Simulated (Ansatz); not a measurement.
# CoO (R-3m) in Ansatz: further runs

Runs on CoO. Level: PBEsol. Tasks: single point, equation of state.

Program: Ansatz 0.2.0. These are calculated values, not measurements. Logs are shortened: lines on timing, memory, paths and dates and some standing lists are left out, and cuts for length are marked.

## 1. Starting point

It takes space group R-3m (No. 166, trigonal). The conventional cell has a = 3.011 Å, b = 3.011 Å, c = 7.320 Å, α = 90.00°, β = 90.00°, γ = 120.00°. Co (site symmetry -3m) has 6 O at 2.12 Å as nearest neighbours. Around O (site symmetry -3m) lie 6 Co at 2.12 Å.

The cell is a database's computed one.

## 2. Single point, PBEsol, collinear spin, ferromagnetic start, 9.00 Å³/atom (volume scaled by 0.94)

Input file input.yaml:

```yaml
crystal:
  lattice:
    - [1.4747370529, 0.8514398345, 2.3901185036]
    - [-1.4747370529, 0.8514398345, 2.3901185036]
    - [0.0, -1.702879669, 2.3901185036]
  atoms:
    - { symbol: Co, position: [0.0, 0.0, 0.0], spin: 2.0 }
    - { symbol: O, position: [0.5, 0.5, 0.5] }
hamiltonian:
  xc: pbesol
  pseudopotentials: { kind: paw }
magnetization:
  spin_polarized: true
kpoints:
  mp_grid: { grid: [11, 11, 11] }
scf:
  occupations: { method: fermi_dirac, width: 0.05 }
output:
  forces: true
  stress: true
  eigenvalues: true
```

Potentials or basis: Ansatz PAW.

Launch:

```sh
> ansatz run input.yaml --threads 2 --pin off --max-ram 5632MiB --backend cpu --events-out ev --progress --plain --runs-dir out
```

What it wrote:

```text
Warning: RAYON_NUM_THREADS=2 ignored (pool sized by the plan → 2); use --threads N
Engine: ansatz 0.2.0, x86_64-unknown-linux-gnu
Pseudopotentials: kind: paw
Pseudopotential: Co, paw, valence charge 17, recommended cutoff 420 eV (normal), Co.paw.azcp
Pseudopotential: O, paw, valence charge 6, recommended cutoff 420 eV (normal), O.paw.azcp
Functional definition: PBEsol
  exchange = pbesol_x
  correlation = pbesol_c
Crystal: 2 atoms, lattice volume = 18.007 Å³
Basis set: ecut = 420 eV, 337 PW (Γ), exchange–correlation on 40×40×40 points (8 copies of the dense FFT grid, shifted against one another)
Bands: 17, of which v1, the nominal top of the filled ones, is band 12 counted from 1 (11 counted from 0)
Symmetry: 12 space group operations
Space group: R-3m (ITA 166), of the structure as read, at distance tolerance 2.6e-5 Å
Magnetic group: BNS 166.97 (UNI 1327), of the structure as read, at distance tolerance 2.6e-5 Å
k-points: 146 of 1331
Non-local potential: Co, projectors of the file, l = 0: 3, l = 1: 2, l = 2: 3, l = 3: 1
Non-local potential: O, projectors of the file, l = 0: 2, l = 1: 2, l = 2: 1
PAW form: soft (Blöchl's): semilocal exchange-correlation on the pseudo side does not see the compensation charge
PAW frozen core: Co, regenerated for the run's functional, and the local potential with it (the file was generated under x = pbe(κ = 0.804, μ = 0.2195149727645171), c = pbe(β = 0.06672455060314922))
PAW frozen core: O, regenerated for the run's functional, and the local potential with it (the file was generated under x = pbe(κ = 0.804, μ = 0.2195149727645171), c = pbe(β = 0.06672455060314922))
PAW one-centre angular grid: Co, 590 points (default); XC on 64 Gauss nodes
PAW one-centre angular grid: O, 110 points (default); XC on 64 Gauss nodes
Initial density: superposition of atomic densities (chi_scale 0.1, normalization cell, long waves kept (reshape's long-wave potential 0.00 eV rms))
Starting moments: Σ|m| = 2 μB on 1 of 2 sites
Initial wavefunctions: pseudopotential atomic-orbital guess
Functional: x = pbesol(κ = 0.804, μ = 0.12345679012345678), c = pbesol(β = 0.046)
SCF iter   1: F=—  HF=-5651.110816 eV  |F-HF|=—  |Δ(HF+E_count)|=         —  Δρ=1.04e-1 (↑1.04e-1 ↓1.01e-1)  dr2=5.23e0  dr2_m=1.02e-1  M=2.028 μB ∫|m|=2.028 μB  β_m=0.30  ethr=3.10e-3  ⟨swp⟩=5.6  Hψ=21567  notcnv=0
Mixer restart at iter 1: flushing history
preconditioner: auto → none  [metal: Δε(μ)=0.001 eV  Ē_g=13.615 eV  σ=0.050 eV  W_gap=0.01  n_scr=8 (ndim 8)  ℏωp=33.9 eV  f_vac=0.000  D(μ)=4.77/eV (n_scr^D=112)  sad-step TF]
SCF iter   2: F=—  HF=-5651.845691 eV  |F-HF|=—  |Δ(HF+E_count)|=   7.35e-1  Δρ=6.39e-2 (↑6.39e-2 ↓4.90e-2)  dr2=7.03e-1  dr2_m=3.18e-1  M=2.326 μB ∫|m|=2.327 μB  β_m=0.38  ethr=3.10e-3  ⟨swp⟩=3.3  Hψ=11706  notcnv=0  defer=89
SCF iter   3: F=—  HF=-5652.229485 eV  |F-HF|=—  |Δ(HF+E_count)|=   3.84e-1  Δρ=5.12e-2 (↑4.50e-2 ↓5.12e-2)  dr2=5.72e-2  dr2_m=3.44e-1  M=2.580 μB ∫|m|=2.583 μB  β_m=0.25  ethr=3.06e-3  ⟨swp⟩=2.0  Hψ=8590  notcnv=0  defer=93
SCF iter   4: F=—  HF=-5652.155472 eV  |F-HF|=—  |Δ(HF+E_count)|=         —  Δρ=2.26e-2 (↑1.09e-2 ↓2.26e-2)  dr2=1.51e-1  dr2_m=8.19e-3  M=2.368 μB ∫|m|=2.374 μB  β_m=0.69  ethr=2.49e-4  ⟨swp⟩=2.3  Hψ=8723  notcnv=0  defer=102
Mixer restart at iter 4: flushing history
SCF iter   5: F=—  HF=-5652.261708 eV  |F-HF|=—  |Δ(HF+E_count)|=   1.06e-1  Δρ=5.74e-2 (↑3.47e-2 ↓5.74e-2)  dr2=3.27e-1  dr2_m=2.63e-1  M=2.784 μB ∫|m|=2.792 μB  β_m=0.35  ethr=2.49e-4  ⟨swp⟩=3.0  Hψ=10194  notcnv=0  defer=112  recentre
SCF iter   6: F=—  HF=-5652.211920 eV  |F-HF|=—  |Δ(HF+E_count)|=   4.98e-2  Δρ=1.37e-2 (↑1.07e-2 ↓1.37e-2)  dr2=1.43e-2  dr2_m=1.86e-2  M=2.529 μB ∫|m|=2.535 μB  β_m=0.64  ethr=2.49e-4  ⟨swp⟩=3.0  Hψ=11712  notcnv=0  defer=122
SCF iter   7: F=—  HF=-5652.292350 eV  |F-HF|=—  |Δ(HF+E_count)|=   8.04e-2  Δρ=3.20e-2 (↑1.43e-2 ↓3.20e-2)  dr2=6.48e-2  dr2_m=7.56e-2  M=2.747 μB ∫|m|=2.757 μB  β_m=0.28  ethr=6.20e-5  ⟨swp⟩=2.2  Hψ=10014  notcnv=0  defer=122  recentre
SCF iter   8: F=—  HF=-5652.257930 eV  |F-HF|=—  |Δ(HF+E_count)|=   3.44e-2  Δρ=1.11e-2 (↑9.70e-3 ↓1.11e-2)  dr2=5.97e-3  dr2_m=1.50e-2  M=2.640 μB ∫|m|=2.648 μB  β_m=0.20  ethr=6.20e-5  ⟨swp⟩=2.5  Hψ=10609  notcnv=0  defer=126
SCF iter   9: F=—  HF=-5652.293002 eV  |F-HF|=—  |Δ(HF+E_count)|=   3.51e-2  Δρ=5.06e-3 (↑3.77e-3 ↓5.06e-3)  dr2=5.41e-3  dr2_m=1.75e-3  M=2.709 μB ∫|m|=2.720 μB  β_m=0.46  ethr=2.60e-5  ⟨swp⟩=2.0  Hψ=9139  notcnv=0  defer=126
SCF iter  10: F=—  HF=-5652.299361 eV  |F-HF|=—  |Δ(HF+E_count)|=   6.36e-3  Δρ=2.63e-3 (↑2.62e-3 ↓2.63e-3)  dr2=5.26e-5  dr2_m=1.12e-3  M=2.781 μB ∫|m|=2.795 μB  β_m=0.46  ethr=2.35e-5  ⟨swp⟩=2.1  Hψ=7436  notcnv=0  defer=126
SCF iter  11: F=—  HF=-5652.299300 eV  |F-HF|=—  |Δ(HF+E_count)|=   6.12e-5  Δρ=1.08e-3 (↑1.06e-3 ↓1.08e-3)  dr2=5.63e-6  dr2_m=1.87e-4  M=2.779 μB ∫|m|=2.793 μB  β_m=0.73  ethr=2.29e-7  ⟨swp⟩=2.0  Hψ=6639  notcnv=0  defer=126
SCF iter  12: F=—  HF=-5652.299285 eV  |F-HF|=—  |Δ(HF+E_count)|=   1.49e-5  Δρ=3.56e-4 (↑2.96e-4 ↓3.56e-4)  dr2=3.45e-6  dr2_m=1.66e-5  M=2.777 μB ∫|m|=2.791 μB  β_m=0.86  ethr=2.45e-8  ⟨swp⟩=2.2  Hψ=7736  notcnv=0  defer=126
SCF iter  13: F=—  HF=-5652.299310 eV  |F-HF|=—  |Δ(HF+E_count)|=   2.51e-5  Δρ=1.97e-4 (↑1.88e-4 ↓1.97e-4)  dr2=1.65e-7  dr2_m=6.02e-6  M=2.778 μB ∫|m|=2.791 μB  β_m=0.93  ethr=1.50e-8  ⟨swp⟩=2.0  Hψ=6355  notcnv=0  defer=126
SCF iter  14: F=—  HF=-5652.299310 eV  |F-HF|=—  |Δ(HF+E_count)|=   2.17e-7  Δρ=3.69e-5 (↑3.53e-5 ↓3.69e-5)  dr2=6.23e-9  dr2_m=2.12e-7  M=2.778 μB ∫|m|=2.792 μB  β_m=0.97  ethr=7.18e-10  ⟨swp⟩=2.1  Hψ=7265  notcnv=0  defer=126
SCF iter  15: F=-5652.299310 eV  HF=-5652.299310 eV  |F-HF|=1.88e-9  |Δ(HF+E_count)|=   2.73e-8  Δρ=5.75e-6 (↑3.15e-6 ↓5.75e-6)  dr2=2.46e-9  dr2_m=2.76e-9  M=2.778 μB ∫|m|=2.792 μB  ethr=2.71e-11  ⟨swp⟩=3.3  Hψ=16776  notcnv=0
SCF 1 converged in 15 iterations: F = -5652.299310 eV  dr2 = 2.46e-9
SCF converged after 15 iterations
Magnetization: 2.7781 μB (12.8890 up, 10.1110 down)
Absolute magnetization: 2.7919 μB (∫|ρ↑−ρ↓|, with the PAW one-centre terms)
Spin contamination: 0.0096 ħ² per cell (⟨S²⟩ above its minimum at these occupations)
Per-site moments (μB) at R_I (Å): [(2.3561659692378254, 0.8581552468222237), (0.2996604613834179, 0.8581552468222237)]
Free energy (F): -5652.299310 eV
Harris-Foulkes:  -5652.299310 eV  (|F-HF|=1.88e-9)
Internal energy: -5652.267406 eV  (E = F + TS)
E sigma→0 (E₀):  -5652.283358 eV
Entropy (-TS):   -0.031904 eV (-15.952 meV/atom)
Fermi energy:    15.256249 eV
--- Per-component energies (eV) ---
  E_band       = -277.642446
  E_kinetic    = 619.680561
  E_local      = -3326.129140  (includes V_loc(G=0)·N_el)
  E_nonlocal   = 516.140609
  E_hartree    = 1366.797477
  E_xc         = -227.097173
  E_vxc        = -293.423044  (∫ρ·V_xc dr)
  E_paw        = -1638.711780  (= ΣΔE_a)
  E_vpaw       = -527.507001  (= ΣTr[D̂ρ^β])
  E_aug_tail   = 0.002526  (compensation charges beyond the density's cutoff)
  E_ewald      = -2963.174192
  E_core_change = 0.223707  (= ΣΔE_core)
  E_smearing   = -0.031904  (= −TS)
  E_closure    = 0.000000  (closes the sum)
  Σ components = -5652.299310   (vs F -5652.299310, Δ=0.00e0)
--- Forces (eV/Å), atoms counted from 1 ---
  atom   1  Co    -0.00000000     0.00000000     0.00000000
  atom   2  O      0.00000000     0.00000000     0.00000000
  max |Σ_I F_I| component: 5.26e-30 eV/Å
--- Stress (GPa, compression-positive) ---
        1.676696       0.000000      -0.000000
        0.000000       1.676696      -0.000000
       -0.000000      -0.000000       1.046779
  P = ⅓ Tr σ = 1.4667 GPa (14.667 kbar)
--- Band table (eV; the first three rows and the last of 292) ---
  k-point 0 ↑: bands = ["-81.2884", "-44.6932", "-44.6932", "-44.6845", "-5.7194", "11.6355", "11.6355", "11.6869", "11.9556", "11.9556", "12.0279", "12.0279", "12.0681", "16.4036", "31.8964", "33.5343", "33.5343"]
  k-point 1 ↑: bands = ["-81.2879", "-44.6971", "-44.6937", "-44.6854", "-5.6205", "10.7768", "10.8590", "10.8981", "12.0892", "12.1121", "12.3584", "12.7766", "12.7964", "16.9774", "30.4165", "33.2773", "33.4541"]
  k-point 2 ↑: bands = ["-81.2868", "-44.7080", "-44.6951", "-44.6873", "-5.3436", "9.4067", "10.0478", "10.0903", "12.2652", "12.2905", "12.6231", "13.7023", "13.7129", "18.1810", "28.2981", "32.2300", "32.3703"]
  k-point 145 ↓: bands = ["-78.3976", "-41.9268", "-41.8795", "-41.8768", "-3.6944", "6.9706", "9.7943", "9.9151", "15.0603", "15.0998", "15.4097", "17.5939", "17.9293", "21.0455", "25.7928", "28.5881", "29.5016"]
```

It took 5.3 s on 2 threads of Intel Xeon Platinum 8488C (Sapphire Rapids), shared host; peak memory 0.39 GiB.

Results:

```
Free energy            : -5652.2993 eV
Pressure               : 1.5 GPa
Band gap on the k mesh : none (metal or under the smearing width)
Net moment             : 2.78 μB per cell
Absolute moment        : 2.79 μB per cell
Site moments           : Co +2.36; O +0.30 μB
```

Caveat: the pressure holds a Pulay correction of +0.8 GPa for the finite cutoff; a cell with one magnetic atom can't hold antiferromagnetic order, which such compounds often take; semilocal functionals often make such compounds metallic where correlation or magnetic order opens a gap, which also shifts bond lengths; the PAW data sets come from PBE, with cores solved anew for the run's functional, which leaves a small shift of forces and pressure.

## 3. Single point, PBEsol, collinear spin, ferromagnetic start, 9.20 Å³/atom (volume scaled by 0.96)

Changes to input.yaml since step 2:

```diff
@@ -2,5 +2,5 @@
   lattice:
-    - [1.4747370529, 0.8514398345, 2.3901185036]
-    - [-1.4747370529, 0.8514398345, 2.3901185036]
-    - [0.0, -1.702879669, 2.3901185036]
+    - [1.4851228673, 0.8574360872, 2.4069508786]
+    - [-1.4851228673, 0.8574360872, 2.4069508786]
+    - [0.0, -1.7148721745, 2.4069508786]
   atoms:
```

Potentials or basis: Ansatz PAW.

Launch:

```sh
> ansatz run input.yaml --threads 2 --pin off --max-ram 5632MiB --backend cpu --events-out ev --progress --plain --runs-dir out
```

Wall time 5.3 s (2 threads of Intel Xeon Platinum 8488C (Sapphire Rapids), shared host); peak memory 0.39 GiB.

It converged, with:

| Quantity | Value |
| --- | --- |
| Free energy | -5652.2981 eV |
| Pressure | -2.4 GPa |
| Band gap on the k mesh | none (metal or under the smearing width) |
| Net moment | 2.84 μB per cell |
| Absolute moment | 2.85 μB per cell |
| Site moments | Co +2.41; O +0.31 μB |

Caveat: the pressure holds a Pulay correction of +0.8 GPa for the finite cutoff; a cell with one magnetic atom can't hold antiferromagnetic order, which such compounds often take; semilocal functionals often make such compounds metallic where correlation or magnetic order opens a gap, which also shifts bond lengths; the PAW data sets come from PBE, with cores solved anew for the run's functional, which leaves a small shift of forces and pressure.

## 4. Single point, PBEsol, collinear spin, ferromagnetic start, 9.39 Å³/atom (volume scaled by 0.98)

Changes to input.yaml since step 3:

```diff
@@ -2,5 +2,5 @@
   lattice:
-    - [1.4851228673, 0.8574360872, 2.4069508786]
-    - [-1.4851228673, 0.8574360872, 2.4069508786]
-    - [0.0, -1.7148721745, 2.4069508786]
+    - [1.4953654176, 0.8633496264, 2.4235510644]
+    - [-1.4953654176, 0.8633496264, 2.4235510644]
+    - [0.0, -1.7266992528, 2.4235510644]
   atoms:
```

Launch:

```sh
> ansatz run input.yaml --threads 2 --pin off --max-ram 5632MiB --backend cpu --events-out ev --progress --plain --runs-dir out
```

Run time: 5.4 s. Hardware: 2 threads of Intel Xeon Platinum 8488C (Sapphire Rapids), shared host; peak memory 0.39 GiB.

It converged, with:

```
Free energy            : -5652.2880 eV
Pressure               : -5.9 GPa
Band gap on the k mesh : none (metal or under the smearing width)
Net moment             : 2.89 μB per cell
Absolute moment        : 2.91 μB per cell
Site moments           : Co +2.45; O +0.32 μB
```

Caveat: the pressure holds a Pulay correction of +0.8 GPa for the finite cutoff; a cell with one magnetic atom can't hold antiferromagnetic order, which such compounds often take; semilocal functionals often make such compounds metallic where correlation or magnetic order opens a gap, which also shifts bond lengths; the PAW data sets come from PBE, with cores solved anew for the run's functional, which leaves a small shift of forces and pressure.

## 5. Single point, PBEsol, collinear spin, ferromagnetic start, 9.58 Å³/atom

Changes to input.yaml since step 4:

```diff
@@ -2,5 +2,5 @@
   lattice:
-    - [1.4953654176, 0.8633496264, 2.4235510644]
-    - [-1.4953654176, 0.8633496264, 2.4235510644]
-    - [0.0, -1.7266992528, 2.4235510644]
+    - [1.5054695445, 0.8691832468, 2.4399269062]
+    - [-1.5054695445, 0.8691832468, 2.4399269062]
+    - [0.0, -1.7383664936, 2.4399269062]
   atoms:
@@ -21 +21,5 @@
   eigenvalues: true
+  write_density: true
+  write_potential: true
+  elf: true
+  volumetric_format: npy
```

Launch:

```sh
> ansatz run input.yaml --threads 2 --pin off --max-ram 5632MiB --backend cpu --events-out ev --progress --plain --runs-dir out
```

Wall time 5.6 s (2 threads of Intel Xeon Platinum 8488C (Sapphire Rapids), shared host); peak memory 0.4 GiB.

Results (log left out):

```
Free energy            : -5652.2699 eV
Pressure               : -9.1 GPa
Band gap on the k mesh : none (metal or under the smearing width)
Net moment             : 2.94 μB per cell
Absolute moment        : 2.95 μB per cell
Site moments           : Co +2.49; O +0.34 μB
```

Caveat: the pressure holds a Pulay correction of +0.8 GPa for the finite cutoff; a cell with one magnetic atom can't hold antiferromagnetic order, which such compounds often take; semilocal functionals often make such compounds metallic where correlation or magnetic order opens a gap, which also shifts bond lengths; the PAW data sets come from PBE, with cores solved anew for the run's functional, which leaves a small shift of forces and pressure.

## 6. Single point, PBEsol, collinear spin, ferromagnetic start, 9.77 Å³/atom (volume scaled by 1.02)

Input file input.yaml:

```yaml
crystal:
  lattice:
    - [1.515439832, 0.874939595, 2.4560858334]
    - [-1.515439832, 0.874939595, 2.4560858334]
    - [0.0, -1.74987919, 2.4560858334]
  atoms:
    - { symbol: Co, position: [0.0, 0.0, 0.0], spin: 2.0 }
    - { symbol: O, position: [0.5, 0.5, 0.5] }
hamiltonian:
  xc: pbesol
  pseudopotentials: { kind: paw }
magnetization:
  spin_polarized: true
kpoints:
  mp_grid: { grid: [11, 11, 11] }
scf:
  occupations: { method: fermi_dirac, width: 0.05 }
output:
  forces: true
  stress: true
  eigenvalues: true
```

Potentials or basis: Ansatz PAW.

Launch:

```sh
> ansatz run input.yaml --threads 2 --pin off --max-ram 5632MiB --backend cpu --events-out ev --progress --plain --runs-dir out
```

Wall time 5.1 s (2 threads of Intel Xeon Platinum 8488C (Sapphire Rapids), shared host); peak memory 0.4 GiB.

It converged, with:

| Property | Result |
| --- | --- |
| Free energy | -5652.2445 eV |
| Pressure | -12.1 GPa |
| Band gap on the k mesh | none (metal or under the smearing width) |
| Net moment | 2.97 μB per cell |
| Absolute moment | 2.99 μB per cell |
| Site moments | Co +2.51; O +0.34 μB |

Caveat: the pressure holds a Pulay correction of +0.8 GPa for the finite cutoff; a cell with one magnetic atom can't hold antiferromagnetic order, which such compounds often take; semilocal functionals often make such compounds metallic where correlation or magnetic order opens a gap, which also shifts bond lengths; the PAW data sets come from PBE, with cores solved anew for the run's functional, which leaves a small shift of forces and pressure.

## 7. Single point, PBEsol, collinear spin, ferromagnetic start, 9.96 Å³/atom (volume scaled by 1.04)

Changes to input.yaml since step 6:

```diff
@@ -2,5 +2,5 @@
   lattice:
-    - [1.515439832, 0.874939595, 2.4560858334]
-    - [-1.515439832, 0.874939595, 2.4560858334]
-    - [0.0, -1.74987919, 2.4560858334]
+    - [1.5252806262, 0.8806211801, 2.4720348897]
+    - [-1.5252806262, 0.8806211801, 2.4720348897]
+    - [0.0, -1.7612423603, 2.4720348897]
   atoms:
```

Launch:

```sh
> ansatz run input.yaml --threads 2 --pin off --max-ram 5632MiB --backend cpu --events-out ev --progress --plain --runs-dir out
```

It took 4.9 s on 2 threads of Intel Xeon Platinum 8488C (Sapphire Rapids), shared host; peak memory 0.4 GiB.

Results (log left out):

| Item | Value |
| --- | --- |
| Free energy | -5652.2121 eV |
| Pressure | -14.9 GPa |
| Band gap on the k mesh | none (metal or under the smearing width) |
| Net moment | 2.99 μB per cell |
| Absolute moment | 3.00 μB per cell |
| Site moments | Co +2.53; O +0.35 μB |

Caveat: the pressure holds a Pulay correction of +0.8 GPa for the finite cutoff; a cell with one magnetic atom can't hold antiferromagnetic order, which such compounds often take; semilocal functionals often make such compounds metallic where correlation or magnetic order opens a gap, which also shifts bond lengths; the PAW data sets come from PBE, with cores solved anew for the run's functional, which leaves a small shift of forces and pressure.

## 8. Single point, PBEsol, collinear spin, ferromagnetic start, 10.15 Å³/atom (volume scaled by 1.06)

Changes to input.yaml since step 7:

```diff
@@ -2,5 +2,5 @@
   lattice:
-    - [1.5252806262, 0.8806211801, 2.4720348897]
-    - [-1.5252806262, 0.8806211801, 2.4720348897]
-    - [0.0, -1.7612423603, 2.4720348897]
+    - [1.5349960513, 0.8862303835, 2.4877807593]
+    - [-1.5349960513, 0.8862303835, 2.4877807593]
+    - [0.0, -1.7724607669, 2.4877807593]
   atoms:
```

Launch:

```sh
> ansatz run input.yaml --threads 2 --pin off --max-ram 5632MiB --backend cpu --events-out ev --progress --plain --runs-dir out
```

Run time: 4.9 s. Hardware: 2 threads of Intel Xeon Platinum 8488C (Sapphire Rapids), shared host; peak memory 0.41 GiB.

Results (log left out):

```yaml
Free_energy: -5652.1733 eV
Pressure: -17.5 GPa
Band_gap_on_the_k_mesh: none (metal or under the smearing width)
Net_moment: 2.99 μB per cell
Absolute_moment: 3.01 μB per cell
Site_moments: Co +2.54; O +0.35 μB
```

Caveat: the pressure holds a Pulay correction of +0.7 GPa for the finite cutoff; a cell with one magnetic atom can't hold antiferromagnetic order, which such compounds often take; semilocal functionals often make such compounds metallic where correlation or magnetic order opens a gap, which also shifts bond lengths; the PAW data sets come from PBE, with cores solved anew for the run's functional, which leaves a small shift of forces and pressure.

## 9. Equation of state, PBEsol, collinear spin, ferromagnetic start

Potentials or basis: Ansatz PAW.

No new run: the results of the series are fitted here.

Results:

```yaml
Equilibrium_volume: "9.07 Å³/atom (rough: see the caveat)"
Bulk_modulus_at_fixed_shape_and_positions: 182 GPa (rough)
```

Energy against volume, from the lowest point:
| volume (Å³/atom) | energy (meV/atom) |
| --- | --- |
| 9.003 | 0.00 |
| 9.195 | 0.59 |
| 9.387 | 5.65 |
| 9.578 | 14.68 |
| 9.770 | 27.38 |
| 9.961 | 43.62 |
| 10.153 | 62.98 |

Caveat: the fit is doubtful: noisy points or a state that changes with volume; the cell was scaled at fixed shape and fractional positions, which overstates the stiffness of a crystal with free parameters, most of all of layers and chains.
